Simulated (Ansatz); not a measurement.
Runs of Ansatz 0.2.0 on ZrSe2. The structure is trigonal, space group P-3m1 (No. 164). The conventional cell has a = 3.798 Å, b = 3.798 Å, c = 6.192 Å, α = 90.00°, β = 90.00°, γ = 120.00°. Zr (site symmetry -3m) has 6 Se at 2.68 Å as nearest neighbours. Se (site symmetry 3m) has 3 Zr at 2.68 Å as nearest neighbours. 

| task | level | cell | smearing | gap on the mesh (eV) | pressure (GPa) | relaxed volume (Å³/atom) | largest force (eV/Å) |
| --- | --- | --- | --- | --- | --- | --- | --- |
| single point | PBE | as given | gaussian 0.023 eV | 0.41 | 1.9 | - | 0.28 |
| single point | PBE | as given | gaussian 0.025 eV | 0.41 | 1.9 | - | 0.28 |
| single point | PBE | as given | gaussian 0.018 eV | 0.41 | 1.9 | - | 0.28 |
| single point | PBE | as given | gaussian 0.013 eV | 0.41 | 1.9 | - | 0.28 |
| single point | PBE | as given | gaussian 0.026 eV | 0.41 | 1.9 | - | 0.28 |
| single point | PBE | as given | gaussian 0.016 eV | 0.41 | 1.9 | - | 0.28 |
| relaxation of cell and atoms | revPBE+D4 | relaxed | fermi-dirac 0.05 eV | 0.15 | 0.0 | (b) | - |
| single point | PBE | as given | gaussian 0.017 eV | 0.41 | 1.9 | - | 0.28 |
| relaxation of cell and atoms | PBEsol+D3(BJ) | relaxed | fermi-dirac 0.05 eV | - | 0.0 | 22.61 | - |
| single point | PBE | as given | gaussian 0.019 eV | 0.41 | 1.9 | - | 0.28 |
| relaxation of cell and atoms | BLYP+D3(BJ) | relaxed | fermi-dirac 0.05 eV | - | 0.0 | 24.09 | - |
| relaxation of cell and atoms | BLYP+D4 | relaxed | fermi-dirac 0.05 eV | 0.29 | 0.0 | (a) | - |

Alike in all rows: potentials or basis Ansatz PAW; no spin polarisation; k mesh 8 × 8 × 5; cutoff (eV) 420.

Question: Fill in the values left out.

Answer: (a) 25.56; (b) 24.56.

Caveats: odd divisions of the mesh miss points on the zone boundary, where band edges often lie, so the gap on the mesh can be too wide (some runs); this functional lacks dispersion, which binds the layers, so the pressure and a relaxed spacing across them are unreliable (some runs); the plane-wave basis is chosen anew once the cell has moved, so the energies of steps on either side of that aren't comparable (some runs); the PAW data sets come from PBE, with cores solved anew for the run's functional, which leaves a small shift of forces and pressure (some runs); the volume moved by -12 % from the deposited cell, more than functionals usually miss (some runs).

A k mesh can miss the band edges, and the runs leave out spin-orbit coupling on Se, Zr.
